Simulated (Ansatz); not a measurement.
# ZrSiO4 (I4_1/amd): the equilibrium volume

At what volume is ZrSiO4 (I4_1/amd) free of pressure?

Method: DFT PBEsol, scalar-relativistic, plane waves, PAW, in Ansatz 0.2.0.

3 further runs of the same task are left out: 3 set aside as unsound or not needed.

### Step 1. The structure to begin with

Symmetry: I4_1/amd, No. 141, tetragonal system. The conventional cell has a = 6.620 Å, b = 6.620 Å, c = 5.995 Å, α = 90.00°, β = 90.00°, γ = 90.00°. Zr (site symmetry -4m2) has 8 O at 2.13 to 2.28 Å as nearest neighbours. Si (site symmetry -4m2) has 4 O at 1.62 Å as nearest neighbours. O (site symmetry m) is surrounded by 1 Si at 1.62 Å and 2 Zr at 2.13 to 2.28 Å.

Coordinates:

```
CELL_PARAMETERS angstrom
-3.30992 3.30992 2.99767
3.30992 -3.30992 2.99767
3.30992 3.30992 -2.99767
ATOMIC_POSITIONS crystal
Zr 0.00000 0.00000 0.00000
Zr 0.75000 0.25000 0.50000
Si 0.50000 0.50000 0.00000
Si 0.25000 0.75000 0.50000
O 0.13668 0.32070 0.81598
O 0.07070 0.75472 0.68402
O 0.07070 0.38668 0.31598
O 0.50472 0.32070 0.18402
O 0.67930 0.49528 0.81598
O 0.61332 0.92930 0.68402
O 0.24528 0.92930 0.31598
O 0.67930 0.86332 0.18402
```

### Step 2. The first run (PBEsol, 4×4×4 mesh)

input.yaml reads:

```yaml
crystal:
  lattice:
    - [-3.3099207021, 3.3099207021, 2.9976661022]
    - [3.3099207021, -3.3099207021, 2.9976661022]
    - [3.3099207021, 3.3099207021, -2.9976661022]
  atoms:
    - { symbol: Zr, position: [0.0, 0.0, 0.0] }
    - { symbol: Zr, position: [0.75, 0.25, 0.5] }
    - { symbol: Si, position: [0.5, 0.5, 0.0] }
    - { symbol: Si, position: [0.25, 0.75, 0.5] }
    - { symbol: O, position: [0.13667733, 0.32070008, 0.81597725] }
    - { symbol: O, position: [0.07070008, 0.75472283, 0.68402275] }
    - { symbol: O, position: [0.07070008, 0.38667733, 0.31597725] }
    - { symbol: O, position: [0.50472283, 0.32070008, 0.18402275] }
    - { symbol: O, position: [0.67929992, 0.49527717, 0.81597725] }
    - { symbol: O, position: [0.61332267, 0.92929992, 0.68402275] }
    - { symbol: O, position: [0.24527717, 0.92929992, 0.31597725] }
    - { symbol: O, position: [0.67929992, 0.86332267, 0.18402275] }
basis:
  ecutwfc: 420
kpoints:
  mp_grid: { grid: [4, 4, 4] }
hamiltonian:
  xc: pbesol
scf:
  occupations: { method: gaussian, width: 0.1 }
output:
  forces: true
  stress: true
  eigenvalues: true
```

Command:

```
$ ansatz run input.yaml --threads 8 --pin off --max-ram 16384MiB --backend cpu --events-out ev --progress --plain --runs-dir out
```

What it wrote:

```text
Warning: RAYON_NUM_THREADS=8 ignored (pool sized by the plan → 8); use --threads N
Engine: ansatz 0.2.0, aarch64-unknown-linux-gnu
Pseudopotentials: kind: paw
Pseudopotential: Zr, paw, valence charge 12, recommended cutoff 420 eV (normal), Zr.paw.azcp
Pseudopotential: Si, paw, valence charge 4, recommended cutoff 420 eV (normal), Si.paw.azcp
Pseudopotential: O, paw, valence charge 6, recommended cutoff 420 eV (normal), O.paw.azcp
Functional definition: PBEsol
  exchange = pbesol_x
  correlation = pbesol_c
Crystal: 12 atoms, lattice volume = 131.365 Å³
Basis set: ecut = 420 eV, 2547 PW (Γ), exchange–correlation on 80×80×80 points (8 copies of the dense FFT grid, shifted against one another)
Bands: 52, of which v1, the nominal top of the filled ones, is band 40 counted from 1 (39 counted from 0)
Symmetry: 16 space group operations
Space group: I41/amd (ITA 141), of the structure as read, at distance tolerance 5.1e-5 Å
k-points: 13 of 64
Non-local potential: Zr, projectors of the file, l = 0: 3, l = 1: 2, l = 2: 2, l = 3: 2
Non-local potential: Si, projectors of the file, l = 0: 2, l = 1: 2, l = 2: 2
Non-local potential: O, projectors of the file, l = 0: 2, l = 1: 2, l = 2: 1
PAW form: soft (Blöchl's): semilocal exchange-correlation on the pseudo side does not see the compensation charge
PAW frozen core: Zr, regenerated for the run's functional, and the local potential with it (the file was generated under x = pbe(κ = 0.804, μ = 0.2195149727645171), c = pbe(β = 0.06672455060314922))
PAW frozen core: Si, regenerated for the run's functional, and the local potential with it (the file was generated under x = pbe(κ = 0.804, μ = 0.2195149727645171), c = pbe(β = 0.06672455060314922))
PAW frozen core: O, regenerated for the run's functional, and the local potential with it (the file was generated under x = pbe(κ = 0.804, μ = 0.2195149727645171), c = pbe(β = 0.06672455060314922))
PAW one-centre angular grid: Zr, 590 points (default); XC on 64 Gauss nodes
PAW one-centre angular grid: Si, 110 points (default); XC on 64 Gauss nodes
PAW one-centre angular grid: O, 110 points (default); XC on 64 Gauss nodes
Initial density: superposition of atomic densities (neutral atoms: chi_scale 0, normalization atom), corrected by the library's trained network
Initial wavefunctions: pseudopotential atomic-orbital guess
Functional: x = pbesol(κ = 0.804, μ = 0.12345679012345678), c = pbesol(β = 0.046)
SCF iter   1: F=—  HF=-14005.280517 eV  |F-HF|=—  |Δ(HF+E_count)|=         —  Δρ=1.65e-2  dr2=2.91e-1  ethr=1.77e-3  ⟨swp⟩=7.0  Hψ=2870  notcnv=0
preconditioner: auto → Resta (q_TF=auto, 2.512 Å⁻¹)  ε∞=4.1  [insulator: Δε(μ)=4.438 eV  Ē_g=16.105 eV  σ=0.100 eV  W_gap=1.00  n_scr=42 (ndim 8)  ℏωp=28.2 eV  f_vac=0.006  D(μ)=0.00/eV (n_scr^D=0)  ε∞_Penn≈4.1]
SCF iter   2: F=—  HF=-14005.204129 eV  |F-HF|=—  |Δ(HF+E_count)|=   7.64e-2  Δρ=3.08e-3  dr2=6.30e-3  ethr=3.64e-4  ⟨swp⟩=2.0  Hψ=1185  notcnv=0  defer=68
SCF iter   3: F=—  HF=-14005.203797 eV  |F-HF|=—  |Δ(HF+E_count)|=   3.32e-4  Δρ=1.42e-3  dr2=1.39e-3  ethr=7.88e-6  ⟨swp⟩=2.1  Hψ=939  notcnv=0  defer=29
automatic band count: iteration 3 solves 49 bands in place of 52: the levels show a gap, and the empty bands left out lie too high to hold charge; the band table lists the bands solved (type scf.n_extra_bands for more)
SCF iter   4: F=—  HF=-14005.204134 eV  |F-HF|=—  |Δ(HF+E_count)|=   3.37e-4  Δρ=1.83e-4  dr2=4.33e-5  ethr=1.73e-6  ⟨swp⟩=2.8  Hψ=1109  notcnv=0  defer=29
SCF iter   5: F=—  HF=-14005.204185 eV  |F-HF|=—  |Δ(HF+E_count)|=   5.09e-5  Δρ=3.79e-5  dr2=3.01e-6  ethr=5.41e-8  ⟨swp⟩=2.0  Hψ=919  notcnv=0  defer=29
SCF iter   6: F=—  HF=-14005.204185 eV  |F-HF|=—  |Δ(HF+E_count)|=   1.06e-7  Δρ=1.29e-5  dr2=2.67e-7  ethr=3.76e-9  ⟨swp⟩=2.3  Hψ=1030  notcnv=0  defer=29
SCF iter   7: F=-14005.204185 eV  HF=-14005.204185 eV  |F-HF|=3.55e-9  |Δ(HF+E_count)|=   2.11e-7  Δρ=1.98e-6  dr2=5.15e-9  ethr=1.25e-10  ⟨swp⟩=8.4  Hψ=2520  notcnv=0
SCF 1 converged in 7 iterations: F = -14005.204185 eV  dr2 = 5.15e-9
SCF converged after 7 iterations
Free energy (F): -14005.204185 eV
Harris-Foulkes:  -14005.204185 eV  (|F-HF|=3.55e-9)
Internal energy: -14005.204185 eV  (E = F + TS)
E sigma→0 (E₀):  -14005.204185 eV
Fermi energy:    10.233383 eV
--- Per-component energies (eV) ---
  E_band       = -278.329484
  E_kinetic    = 2172.513149
  E_local      = -4298.416232  (includes V_loc(G=0)·N_el)
  E_nonlocal   = 589.617928
  E_hartree    = 1472.461992
  E_xc         = -1020.889055
  E_vxc        = -1232.485273  (∫ρ·V_xc dr)
  E_paw        = -8018.034899  (= ΣΔE_a)
  E_vpaw       = -454.503318  (= ΣTr[D̂ρ^β])
  E_aug_tail   = 0.019951  (compensation charges beyond the density's cutoff)
  E_ewald      = -4903.153884
  E_core_change = 0.676865  (= ΣΔE_core)
  E_smearing   = -0.000000  (= −TS)
  E_closure    = 0.000000  (closes the sum)
  Σ components = -14005.204185   (vs F -14005.204185, Δ=0.00e0)
--- Forces (eV/Å), atoms counted from 1 ---
  atom   1  Zr     0.00000000    -0.00000000     0.00000000
  atom   2  Zr    -0.00000000    -0.00000000     0.00000000
  atom   3  Si     0.00000000     0.00000000     0.00000000
  atom   4  Si     0.00000000    -0.00000000     0.00000000
  atom   5  O      0.00000000    -0.26478777    -0.28887731
  atom   6  O      0.26478777     0.00000000    -0.28887731
  atom   7  O     -0.26478777    -0.00000000    -0.28887731
  atom   8  O      0.00000000     0.26478777    -0.28887731
  atom   9  O     -0.26478777    -0.00000000     0.28887731
  atom  10  O      0.00000000     0.26478777     0.28887731
  atom  11  O      0.00000000    -0.26478777     0.28887731
  atom  12  O      0.26478777     0.00000000     0.28887731
  max |Σ_I F_I| component: 1.67e-16 eV/Å
--- Stress (GPa, compression-positive) ---
       -0.357809      -0.000000       0.000000
       -0.000000      -0.357809       0.000000
        0.000000      -0.000000      -0.850645
  P = ⅓ Tr σ = -0.5221 GPa (-5.221 kbar)
--- Band table (eV; the first three rows and the last of 13) ---
  k-point 0: bands = ["-39.5868", "-39.5584", "-17.9053", "-17.9053", "-17.7788", "-17.7334", "-17.6207", "-17.6207", "-11.0316", "-10.1424", "-9.2387", "-9.0500", "-8.6826", "-8.6826", "-8.4979", "-8.4979", "0.4879", "2.0660", "2.1443", "2.6292", "2.6292", "3.3168", "3.7942", "3.8169", "4.7637", "4.8150", "4.8150", "4.9434", "5.4682", "5.4682", "6.3146", "6.3146", "7.0538", "7.0538", "7.0970", "7.2335", "7.3425", "7.3468", "7.3468", "7.9034", "12.7935", "13.1507", "13.2404", "13.2404", "14.0362", "14.2567", "14.2775", "14.5112", "14.5112"]
  k-point 1: bands = ["-39.5827", "-39.5626", "-17.9183", "-17.8693", "-17.8016", "-17.7171", "-17.6690", "-17.6003", "-10.8145", "-10.1533", "-9.1337", "-9.0089", "-8.7995", "-8.7501", "-8.7039", "-8.6093", "0.9381", "2.3166", "2.5203", "2.6012", "2.6545", "3.7781", "3.9026", "4.1043", "4.1212", "4.1936", "4.8839", "5.0769", "5.2991", "5.5709", "6.1673", "6.4873", "6.7407", "6.8533", "6.9102", "7.0290", "7.0338", "7.1588", "7.3113", "7.6560", "12.6661", "12.8258", "13.2352", "13.2517", "14.0888", "14.1278", "14.5410", "14.8042", "14.9756"]
  k-point 2: bands = ["-39.5726", "-39.5726", "-17.8882", "-17.8882", "-17.7752", "-17.7752", "-17.6301", "-17.6301", "-10.3671", "-10.3671", "-8.9250", "-8.9250", "-8.9013", "-8.9013", "-8.8658", "-8.8658", "1.9051", "1.9051", "3.0444", "3.0444", "3.1816", "3.1816", "3.5213", "3.5213", "4.4750", "4.4750", "5.0859", "5.0859", "5.3796", "5.3796", "5.9190", "5.9190", "6.5874", "6.5874", "6.9035", "6.9035", "6.9602", "6.9602", "7.2897", "7.2897", "12.5865", "12.5865", "13.5749", "13.5749", "13.5884", "13.5884", "14.9453", "14.9453", "16.3753"]
  k-point 12: bands = ["-39.5726", "-39.5726", "-17.9271", "-17.9271", "-17.7591", "-17.7591", "-17.6032", "-17.6032", "-10.5516", "-10.5516", "-9.1994", "-9.1994", "-8.6033", "-8.6033", "-8.5880", "-8.5880", "1.0709", "1.0709", "2.9219", "2.9219", "3.1170", "3.1170", "4.2550", "4.2550", "4.8110", "4.8110", "5.0184", "5.0184", "6.0076", "6.0076", "6.0876", "6.0876", "6.3470", "6.3470", "6.5375", "6.5375", "6.7813", "6.7813", "7.1227", "7.1227", "13.3140", "13.3140", "13.6790", "13.6790", "13.7329", "13.7329", "14.4968", "14.4968", "15.3566"]
```

Run time: 1.6 s. Hardware: 8 threads of Arm Neoverse N1, shared host; peak memory 0.65 GiB.

Read off: volume 10.947 Å³/atom, pressure -0.52 GPa, gap on the mesh 4.66 eV.

[end of part 1 of 2]
